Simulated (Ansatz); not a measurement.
# WS2 (R3m) in Ansatz: further runs

Runs on WS2. Level: PBEsol. Tasks: single point, equation of state.

Everything below comes from runs of Ansatz 0.2.0. Logs are shortened: lines on timing, memory, paths and dates and some standing lists are left out, and cuts for length are marked.

**1. The structure**

The structure is trigonal, space group R3m (No. 160). The conventional cell has a = 3.158 Å, b = 3.158 Å, c = 18.490 Å, α = 90.00°, β = 90.00°, γ = 120.00°. W (site symmetry 3m) has 6 S at 2.39 to 2.42 Å as nearest neighbours. Around S (site symmetry 3m) lie 3 W at 2.42 Å. S (site symmetry 3m) has 3 W at 2.39 Å as nearest neighbours.

Measurements of this composition are mostly on another form, of space group No. 194.

**2. Single point, PBEsol, 16.68 Å³/atom (volume scaled by 0.94)**

Contents of input.yaml:

```yaml
crystal:
  lattice:
    - [1.5467664657, 0.8930260354, 6.0375157167]
    - [-1.5467664657, 0.8930260354, 6.0375157167]
    - [0.0, -1.7860520706, 6.0375157167]
  atoms:
    - { symbol: W, position: [0.0, 0.0, 0.0] }
    - { symbol: S, position: [0.581, 0.581, 0.581] }
    - { symbol: S, position: [0.7503, 0.7503, 0.7503] }
kpoints:
  mp_grid: { grid: [10, 10, 10] }
scf:
  occupations: { method: fermi_dirac, width: 0.05 }
hamiltonian:
  xc: pbesol
  pseudopotentials: { kind: all_electron, lapw: { basis_error: 0.002 } }
output:
  forces: true
  stress: true
  eigenvalues: true
```

Potentials or basis: all-electron LAPW, scalar-relativistic.

Started as:

```console
$ ansatz run input.yaml --threads 2 --pin off --max-ram 6144MiB --backend cpu --events-out ev --progress --plain --runs-dir out
```

What it wrote:

```text
Warning: RAYON_NUM_THREADS=2 ignored (pool sized by the plan → 2); use --threads N
LAPW: plane waves up to 8.572 Å⁻¹, error target 2.0e-3 eV per atom; small_component_spin mean_spin; S in spheres of 1.002 Å, 14 of its electrons in bands, Dirac shells []; W in spheres of 1.340 Å, 44 of its electrons in bands, Dirac shells [] (how accurate: hamiltonian.pseudopotentials.lapw.basis_error, Limitations)
Engine: ansatz 0.2.0, aarch64-unknown-linux-gnu
Pseudopotentials: kind: all_electron
Pseudopotential: W, LAPW, valence charge 44, lapw/all_electron/scalar/gaussian/W, Koelling and Harmon's equation, gaussian nucleus
Pseudopotential: S, LAPW, valence charge 14, lapw/all_electron/scalar/gaussian/S, Koelling and Harmon's equation, gaussian nucleus
Functional definition: PBEsol
  exchange = pbesol_x
  correlation = pbesol_c
Crystal: 3 atoms, lattice volume = 50.038 Å³
Basis set: ecut = 279.9771707040489 eV, 551 PW (Γ), FFT grids on a1−a3, a2−a3, a3, exchange–correlation at level 2
Bands: 44, of which v1, the nominal top of the filled ones, is band 36 counted from 1 (35 counted from 0)
Symmetry: 6 space group operations
Space group: R3m (ITA 160), of the structure as read, at distance tolerance 3.7e-5 Å
k-points: 116 of 1000 (time reversal used)
Non-local potential: W, projectors of the file, none
Non-local potential: S, projectors of the file, none
Initial density: superposition of atomic densities (chi_scale 0.1, normalization cell, long waves kept (reshape's long-wave potential 0.07 eV rms))
Initial wavefunctions: plane waves of lowest kinetic energy (no species holds an atomic orbital)
Functional: x = pbesol(κ = 0.804, μ = 0.12345679012345678), c = pbesol(β = 0.046)
iter 1 solved again at ethr=1.39e-3 eV; its pass at ethr=1.00e-1 eV (dr2=1.00e0 eV) is discarded
SCF iter   1: F=—  HF=-460768.056109 eV  |F-HF|=—  |Δ(HF+E_count)|=         —  Δρ=3.92e-2  dr2=1.00e0  ethr=1.39e-3  ⟨swp⟩=2.0  Hψ=32907  notcnv=0
preconditioner: auto → Resta (q_TF=auto, 2.899 Å⁻¹)  ε∞=2.9  [insulator: Δε(μ)=0.930 eV  Ē_g=21.383 eV  σ=0.050 eV  W_gap=1.00  n_scr=22 (ndim 8)  ℏωp=29.7 eV  f_vac=0.118  D(μ)=0.00/eV (n_scr^D=0)  ε∞_Penn≈2.9]
SCF iter   2: F=—  HF=-460767.716422 eV  |F-HF|=—  |Δ(HF+E_count)|=   3.40e-1  Δρ=1.84e-2  dr2=3.53e-1  ethr=1.39e-3  ⟨swp⟩=3.0  Hψ=15363  notcnv=0
SCF iter   3: F=—  HF=-460767.658797 eV  |F-HF|=—  |Δ(HF+E_count)|=   5.76e-2  Δρ=1.18e-2  dr2=8.65e-2  ethr=4.90e-4  ⟨swp⟩=3.0  Hψ=15239  notcnv=0
iter 4 solved again at ethr=9.81e-6 eV; its pass at ethr=1.20e-4 eV (dr2=7.06e-3 eV) is discarded
SCF iter   4: F=—  HF=-460767.630807 eV  |F-HF|=—  |Δ(HF+E_count)|=   2.80e-2  Δρ=3.80e-3  dr2=7.06e-3  ethr=9.81e-6  ⟨swp⟩=2.0  Hψ=25508  notcnv=0
SCF iter   5: F=—  HF=-460767.631130 eV  |F-HF|=—  |Δ(HF+E_count)|=         —  Δρ=6.88e-4  dr2=2.92e-4  ethr=9.80e-6  ⟨swp⟩=2.0  Hψ=14268  notcnv=0
the basis was enlarged: its passes take 6.9 MiB over the memory plan, 2 of 2 planned eigensolver slots
SCF iter   6: F=—  HF=-460767.631196 eV  |F-HF|=—  |Δ(HF+E_count)|=   6.57e-5  Δρ=2.89e-4  dr2=5.64e-5  ethr=4.06e-7  ⟨swp⟩=2.7  Hψ=14420  notcnv=0
SCF iter   7: F=—  HF=-460767.631199 eV  |F-HF|=—  |Δ(HF+E_count)|=   3.04e-6  Δρ=9.94e-5  dr2=6.49e-6  ethr=7.83e-8  ⟨swp⟩=3.0  Hψ=14672  notcnv=0
SCF iter   8: F=—  HF=-460767.631207 eV  |F-HF|=—  |Δ(HF+E_count)|=   7.64e-6  Δρ=3.77e-5  dr2=1.44e-6  ethr=9.01e-9  ⟨swp⟩=3.0  Hψ=15042  notcnv=0
SCF iter   9: F=—  HF=-460767.631208 eV  |F-HF|=—  |Δ(HF+E_count)|=   8.20e-7  Δρ=1.17e-5  dr2=1.39e-7  ethr=1.99e-9  ⟨swp⟩=3.0  Hψ=15110  notcnv=0
SCF iter  10: F=-460767.631208 eV  HF=-460767.631208 eV  |F-HF|=2.13e-8  |Δ(HF+E_count)|=   6.32e-8  Δρ=5.10e-6  dr2=1.52e-8  ethr=1.93e-10  ⟨swp⟩=3.0  Hψ=14750  notcnv=0
SCF 1 converged in 10 iterations: F = -460767.631208 eV  dr2 = 1.52e-8
SCF converged after 10 iterations
Free energy (F): -460767.631208 eV
Harris-Foulkes:  -460767.631208 eV  (|F-HF|=2.13e-8)
Internal energy: -460767.631207 eV  (E = F + TS)
E sigma→0 (E₀):  -460767.631207 eV
Entropy (-TS):   -0.000001 eV (-0.000 meV/atom)
Fermi energy:    15.971449 eV
--- Per-component energies (eV) ---
  E_band       = -7255.903682
  E_kinetic    = 513489.970974
  E_xc         = -10068.171405
  E_electrostatic = -964189.430776  (all electrons and nuclei)
  E_smearing   = -0.000001  (= −TS)
  E_closure    = 0.000000  (closes the sum)
  E_atoms      = -460744.039139  (free atoms, spherical and without spin; not in F)
  Σ components = -460767.631208   (vs F -460767.631208, Δ=0.00e0)
  Basis errors (estimates in eV, not in F): energy 9.2e-4 per atom: plane waves 8.3e-4 (4.8e-4 summed), levels above the bands 9.3e-82, relativity 6.6e-8, radial functions 8.3e-5, core shells 5.2e-8; eigenvalues (radial functions only) 2.6e-6; not estimated: angular momenta, meshes, grids; target (lapw.basis_error) 2.0e-3; muffin-tin radii S 1.002 Å, W 1.340 Å
--- Forces (eV/Å), atoms counted from 1 ---
  atom   1  W      0.00000000    -0.00000000    -0.69037388
  atom   2  S      0.00000000    -0.00000000    -0.78057330
  atom   3  S     -0.00000000     0.00000000     1.47092700
  max |Σ_I F_I| component: 2.02e-5 eV/Å
--- Stress (GPa, compression-positive) ---
       10.523217       0.000000      -0.000000
        0.000000      10.523217       0.000000
       -0.000000       0.000000      12.600133
  P = ⅓ Tr σ = 11.2155 GPa (112.155 kbar)
--- Band table (eV; the first three rows and the last of 116) ---
  k-point 0: bands = ["-402.5406", "-402.5380", "-402.5380", "-217.8335", "-217.8335", "-217.8236", "-217.8236", "-217.8150", "-190.2335", "-190.2216", "-135.2999", "-135.2999", "-135.2882", "-135.2882", "-135.2582", "-135.2402", "-58.9768", "-23.3711", "-23.1151", "-23.1151", "-13.2106", "-13.2106", "-13.2049", "-13.1880", "-13.1880", "-13.1875", "-13.1796", "-0.6695", "1.6003", "7.3306", "11.6738", "11.6738", "13.0596", "13.0596", "13.8634", "14.1111", "17.7865", "17.7865", "18.2580", "18.2580", "20.4070", "23.3703", "24.0890", "25.4258"]
  k-point 1: bands = ["-402.5406", "-402.5380", "-402.5380", "-217.8335", "-217.8335", "-217.8236", "-217.8236", "-217.8150", "-190.2335", "-190.2216", "-135.2999", "-135.2999", "-135.2882", "-135.2882", "-135.2582", "-135.2402", "-58.9744", "-23.3625", "-23.1612", "-23.1256", "-13.2108", "-13.2099", "-13.2035", "-13.1889", "-13.1882", "-13.1868", "-13.1812", "-0.4789", "1.6476", "7.5549", "11.2364", "11.8615", "12.3978", "12.7747", "13.9257", "14.2937", "17.5886", "17.8419", "17.9880", "18.2285", "21.2188", "23.9169", "24.1648", "25.4070"]
  k-point 2: bands = ["-402.5406", "-402.5380", "-402.5380", "-217.8335", "-217.8335", "-217.8236", "-217.8236", "-217.8150", "-190.2335", "-190.2216", "-135.2999", "-135.2999", "-135.2882", "-135.2882", "-135.2581", "-135.2402", "-58.9679", "-23.3399", "-23.2802", "-23.1530", "-13.2113", "-13.2082", "-13.1998", "-13.1910", "-13.1895", "-13.1851", "-13.1848", "0.0530", "1.7801", "8.1167", "10.3402", "11.3533", "12.1295", "12.4102", "13.7400", "14.0321", "16.9005", "17.7503", "18.1733", "18.8245", "22.4454", "23.8846", "24.4626", "25.4537"]
  k-point 115: bands = ["-402.5406", "-402.5380", "-402.5380", "-217.8335", "-217.8335", "-217.8236", "-217.8236", "-217.8150", "-190.2335", "-190.2216", "-135.2999", "-135.2999", "-135.2882", "-135.2882", "-135.2581", "-135.2402", "-58.9768", "-23.3712", "-23.1151", "-23.1151", "-13.2106", "-13.2106", "-13.2049", "-13.1880", "-13.1880", "-13.1875", "-13.1796", "-0.4196", "1.0919", "8.4773", "11.3656", "11.6582", "11.6582", "13.0934", "13.0934", "15.5455", "17.9217", "17.9217", "18.0670", "18.0670", "20.5061", "23.8196", "25.1885", "25.1885"]
```

It took 84 s on 2 threads of Arm Neoverse V1, shared host; peak memory 0.62 GiB.

What came out:

```yaml
Free_energy: -460767.6312 eV
Pressure: 11.2 GPa
Largest_force: 1.471 eV/Å
Band_gap_on_the_k_mesh: 0.94 eV, indirect (least direct gap 2.38 eV)
```

Caveat: spin-orbit coupling is left out, which moves the levels of the heavy elements; forces of over 1 eV/Å show positions far from the minimum, so gaps and moduli don't describe the material at rest.

**3. Single point, PBEsol, 17.03 Å³/atom (volume scaled by 0.96)**

input.yaml, as its differences from that of step 2:

```diff
@@ -2,5 +2,5 @@
   lattice:
-    - [1.5467664657, 0.8930260354, 6.0375157167]
-    - [-1.5467664657, 0.8930260354, 6.0375157167]
-    - [0.0, -1.7860520706, 6.0375157167]
+    - [1.5576595461, 0.8993151583, 6.0800348339]
+    - [-1.5576595461, 0.8993151583, 6.0800348339]
+    - [0.0, -1.7986303165, 6.0800348339]
   atoms:
```

Potentials or basis: all-electron LAPW, scalar-relativistic.

Started as:

```console
$ ansatz run input.yaml --threads 2 --pin off --max-ram 6144MiB --backend cpu --events-out ev --progress --plain --runs-dir out
```

Wall time 84 s (2 threads of Arm Neoverse V1, shared host); peak memory 0.62 GiB.

The run converged. Its results:

```
Free energy            : -460767.6909 eV
Pressure               : 6.9 GPa
Largest force          : 1.026 eV/Å
Band gap on the k mesh : 0.97 eV, indirect (least direct gap 2.35 eV)
```

Caveat: spin-orbit coupling is left out, which moves the levels of the heavy elements; forces of over 1 eV/Å show positions far from the minimum, so gaps and moduli don't describe the material at rest.

**4. Single point, PBEsol, 17.39 Å³/atom (volume scaled by 0.98)**

input.yaml, as its differences from that of step 3:

```diff
@@ -2,5 +2,5 @@
   lattice:
-    - [1.5576595461, 0.8993151583, 6.0800348339]
-    - [-1.5576595461, 0.8993151583, 6.0800348339]
-    - [0.0, -1.7986303165, 6.0800348339]
+    - [1.5684023653, 0.9055175278, 6.1219674337]
+    - [-1.5684023653, 0.9055175278, 6.1219674337]
+    - [0.0, -1.8110350555, 6.1219674337]
   atoms:
```

Started as:

```console
$ ansatz run input.yaml --threads 2 --pin off --max-ram 6144MiB --backend cpu --events-out ev --progress --plain --runs-dir out
```

Wall time 73 s (2 threads of Arm Neoverse V1, shared host); peak memory 0.58 GiB.

It converged, with:

* Free energy: -460767.7231 eV
* Pressure: 2.9 GPa
* Largest force: 0.628 eV/Å
* Band gap on the k mesh: 1.00 eV, indirect (least direct gap 2.29 eV)

Caveat: spin-orbit coupling is left out, which moves the levels of the heavy elements.

**5. Single point, PBEsol, 17.74 Å³/atom**

input.yaml, as its differences from that of step 4:

```diff
@@ -2,5 +2,5 @@
   lattice:
-    - [1.5684023653, 0.9055175278, 6.1219674337]
-    - [-1.5684023653, 0.9055175278, 6.1219674337]
-    - [0.0, -1.8110350555, 6.1219674337]
+    - [1.579, 0.9116360751, 6.1633333333]
+    - [-1.579, 0.9116360751, 6.1633333333]
+    - [0.0, -1.8232721501, 6.1633333333]
   atoms:
```

Started as:

```console
$ ansatz run input.yaml --threads 2 --pin off --max-ram 6144MiB --backend cpu --events-out ev --progress --plain --runs-dir out
```

Wall time 72 s (2 threads of Arm Neoverse V1, shared host); peak memory 0.58 GiB.

Results (log left out):

```
Free energy            : -460767.7307 eV
Pressure               : -0.6 GPa
Largest force          : 0.599 eV/Å
Band gap on the k mesh : 1.02 eV, indirect (least direct gap 2.23 eV)
```

Caveat: spin-orbit coupling is left out, which moves the levels of the heavy elements.

**6. Single point, PBEsol, 18.10 Å³/atom (volume scaled by 1.02)**

input.yaml, as its differences from that of step 5:

```diff
@@ -2,5 +2,5 @@
   lattice:
-    - [1.579, 0.9116360751, 6.1633333333]
-    - [-1.579, 0.9116360751, 6.1633333333]
-    - [0.0, -1.8232721501, 6.1633333333]
+    - [1.5894572584, 0.917673576, 6.2041512999]
+    - [-1.5894572584, 0.917673576, 6.2041512999]
+    - [0.0, -1.835347152, 6.2041512999]
   atoms:
```

Potentials or basis: all-electron LAPW, scalar-relativistic.

Started as:

```console
$ ansatz run input.yaml --threads 2 --pin off --max-ram 6144MiB --backend cpu --events-out ev --progress --plain --runs-dir out
```

Run time: 73 s. Hardware: 2 threads of Arm Neoverse V1, shared host; peak memory 0.58 GiB.

It converged, with:

| Quantity | Value |
| --- | --- |
| Free energy | -460767.7161 eV |
| Pressure | -3.7 GPa |
| Largest force | 0.694 eV/Å |
| Band gap on the k mesh | 1.04 eV, indirect (least direct gap 2.17 eV) |

Caveat: spin-orbit coupling is left out, which moves the levels of the heavy elements.

**7. Single point, PBEsol, 18.45 Å³/atom (volume scaled by 1.04)**

input.yaml, as its differences from that of step 6:

```diff
@@ -2,5 +2,5 @@
   lattice:
-    - [1.5894572584, 0.917673576, 6.2041512999]
-    - [-1.5894572584, 0.917673576, 6.2041512999]
-    - [0.0, -1.835347152, 6.2041512999]
+    - [1.5997786986, 0.9236326623, 6.2444391255]
+    - [-1.5997786986, 0.9236326623, 6.2444391255]
+    - [0.0, -1.8472653246, 6.2444391255]
   atoms:
```

Started as:

```console
$ ansatz run input.yaml --threads 2 --pin off --max-ram 6144MiB --backend cpu --events-out ev --progress --plain --runs-dir out
```

Run time: 75 s. Hardware: 2 threads of Arm Neoverse V1, shared host; peak memory 0.58 GiB.

It converged, with:

| Item | Value |
| --- | --- |
| Free energy | -460767.6816 eV |
| Pressure | -6.6 GPa |
| Largest force | 0.996 eV/Å |
| Band gap on the k mesh | 1.06 eV, indirect (least direct gap 2.12 eV) |

Caveat: spin-orbit coupling is left out, which moves the levels of the heavy elements.

**8. Single point, PBEsol, 18.81 Å³/atom (volume scaled by 1.06)**

input.yaml, as its differences from that of step 7:

```diff
@@ -2,5 +2,5 @@
   lattice:
-    - [1.5997786986, 0.9236326623, 6.2444391255]
-    - [-1.5997786986, 0.9236326623, 6.2444391255]
-    - [0.0, -1.8472653246, 6.2444391255]
+    - [1.6099686466, 0.9295158316, 6.2842136955]
+    - [-1.6099686466, 0.9295158316, 6.2842136955]
+    - [0.0, -1.859031663, 6.2842136955]
   atoms:
```

Started as:

```console
$ ansatz run input.yaml --threads 2 --pin off --max-ram 6144MiB --backend cpu --events-out ev --progress --plain --runs-dir out
```

It took 69 s on 2 threads of Arm Neoverse V1, shared host; peak memory 0.57 GiB.

The run converged. Its results:

```
Free energy            : -460767.6293 eV
Pressure               : -9.1 GPa
Largest force          : 1.276 eV/Å
Band gap on the k mesh : 1.07 eV, indirect (least direct gap 2.06 eV)
```

Caveat: spin-orbit coupling is left out, which moves the levels of the heavy elements; forces of over 1 eV/Å show positions far from the minimum, so gaps and moduli don't describe the material at rest.

**9. Equation of state, PBEsol**

Potentials or basis: all-electron LAPW, scalar-relativistic.

This step only gathers the single runs of the series.

What came out:

| Property | Result |
| --- | --- |
| Equilibrium volume | 17.68 Å³/atom |
| Bulk modulus at fixed shape and positions | 169 GPa |
| Pressure derivative of the bulk modulus | 4.4 |

Energy against volume, from the lowest point:
| volume (Å³/atom) | energy (meV/atom) |
| --- | --- |
| 16.679 | 33.16 |
| 17.034 | 13.26 |
| 17.389 | 2.52 |
| 17.744 | 0.00 |
| 18.099 | 4.86 |
| 18.454 | 16.36 |
| 18.809 | 33.80 |

Caveat: the cell was scaled at fixed shape and fractional positions, which overstates the stiffness of a crystal with free parameters, most of all of layers and chains. The run has no spin-orbit coupling, so splittings on W are missing.
